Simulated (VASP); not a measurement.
Output of a VASP run:

File OSZICAR:
```
       N       E                     dE             d eps       ncg     rms          rms(c)
DAV:   1     0.805689657199E+03    0.80569E+03   -0.29380E+04   180   0.204E+03
DAV:   2     0.967150796949E+02   -0.70897E+03   -0.69339E+03   172   0.519E+02
DAV:   3    -0.411513540816E+02   -0.13787E+03   -0.13411E+03   204   0.230E+02
DAV:   4    -0.499739427399E+02   -0.88226E+01   -0.87746E+01   216   0.629E+01
DAV:   5    -0.501857016023E+02   -0.21176E+00   -0.21128E+00   232   0.949E+00    0.238E+01
DAV:   6    -0.383696758197E+02    0.11816E+02   -0.47013E+01   261   0.705E+01    0.151E+01
DAV:   7    -0.389034475892E+02   -0.53377E+00   -0.66501E+00   178   0.129E+01    0.551E+00
DAV:   8    -0.388306946626E+02    0.72753E-01   -0.44736E-01   253   0.664E+00    0.268E+00
DAV:   9    -0.388166091699E+02    0.14085E-01   -0.10456E-01   264   0.385E+00    0.540E-01
DAV:  10    -0.388152378255E+02    0.13713E-02   -0.11616E-02   261   0.116E+00    0.385E-01
DAV:  11    -0.388158683263E+02   -0.63050E-03   -0.73090E-03   277   0.626E-01    0.165E-01
DAV:  12    -0.388159419264E+02   -0.73600E-04   -0.81802E-04   256   0.267E-01    0.100E-01
DAV:  13    -0.388159440716E+02   -0.21451E-05   -0.67244E-05   221   0.566E-02    0.540E-02
DAV:  14    -0.388159432054E+02    0.86614E-06   -0.50739E-06   168   0.195E-02
   1 F= -.38815943E+02 E0= -.38761285E+02  d E =-.109317E+00
```

File OUTCAR:
```
------------------------ aborting loop because EDIFF is reached ----------------------------------------
  FORCE on cell =-STRESS in cart. coord.  units (eV):
  Direction    XX          YY          ZZ          XY          YZ          ZX
  --------------------------------------------------------------------------------------
  Total       17.8161356     17.8161334     13.9280447     -0.0000030      0.0000000     -0.0000000
  in kB      256.0201191    256.0200888    200.1477629     -0.0000435      0.0000000     -0.0000000
  external PRESSURE =     237.3959903 kB  Pullay stress =       0.0000000 kB
  volume of cell :      111.49
      direct lattice vectors                 reciprocal lattice vectors
     3.400621000  0.000000000  0.000000000     0.294063937  0.169777953  0.000000000
    -1.700311000  2.945024000  0.000000000     0.000000000  0.339555807  0.000000000
     0.000000000  0.000000000 11.132762000     0.000000000  0.000000000  0.089824969
 POSITION                                       TOTAL-FORCE (eV/Angst)
 -----------------------------------------------------------------------------------
      0.00000      0.00000      0.00000         0.000000     -0.000000     -0.278454
      0.00000      0.00000      5.56638         0.000000      0.000000     -0.278454
      1.70031      0.98167      8.35158        -0.000000      0.000000     -0.283446
     -0.00000      1.96335      2.78519         0.000000      0.000000     -0.283446
      0.00000      0.00000      9.04158        -0.000000      0.000000      0.374839
      0.00000      0.00000      3.47520         0.000000     -0.000000      0.374839
      1.70031      0.98167      6.27097        -0.000000      0.000000      0.187061
     -0.00000      1.96335      0.70459         0.000000     -0.000000      0.187061
 -----------------------------------------------------------------------------------
    total drift:                               -0.000000     -0.000000     -0.002685
  FREE ENERGIE OF THE ION-ELECTRON SYSTEM (eV)
  ---------------------------------------------------
  free  energy   TOTEN  =       -38.8159432054 eV

  energy  without entropy=      -38.7066258144  energy(sigma->0) =      -38.76128451
```
(Selected blocks of OUTCAR.)

### POSCAR
```
InN
1
    3.4006210000     0.0000000000     0.0000000000
   -1.7003110000     2.9450240000     0.0000000000
    0.0000000000     0.0000000000    11.1327620000
In N
4 4
Direct
  0.0000000000   0.0000000000   0.0000000000
  0.0000000000   0.0000000000   0.5000000000
  0.6666670000   0.3333330000   0.7501800000
  0.3333330000   0.6666670000   0.2501800000
  0.0000000000   0.0000000000   0.8121600000
  0.0000000000   0.0000000000   0.3121600000
  0.6666670000   0.3333330000   0.5632900000
  0.3333330000   0.6666670000   0.0632900000
```

Task: Write an INCAR and KPOINTS that could have produced this output.

Result: One answer among several that fit: the input of the run itself, PBE GGA, plane waves, VASP's PBE PAW potentials (set 64).

KPOINTS:
```
Automatic mesh
0
Gamma
2 2 1
0 0 0
```

### INCAR
```
SYSTEM = InN
PREC = Accurate; ENCUT = 400; LREAL = .FALSE.
LASPH = .TRUE.
EDIFF = 1E-6; NELM = 100; ALGO = Normal
LMAXMIX = 4
ISMEAR = -1; SIGMA = 0.1
GGA = PE
ISIF = 2
LWAVE = .FALSE.; LCHARG = .FALSE.
```

POTCAR, in this order: In_d N (PBE.64 set). Program: vasp_std.

At this cut-off the stress carries a Pulay error, which pulls relaxed volumes low.

The structure was generated: InN was put into an ordered model structure, which need not be its known phase. The cell was not relaxed at this level. The k-mesh is coarse (spacing up to 1.07 per Å, 2π included), so the numbers may not be converged in it. The run is one of a series of settings (KPOINTS 2×2×1 Γ-centred mesh against the base run), some of them coarse on purpose.
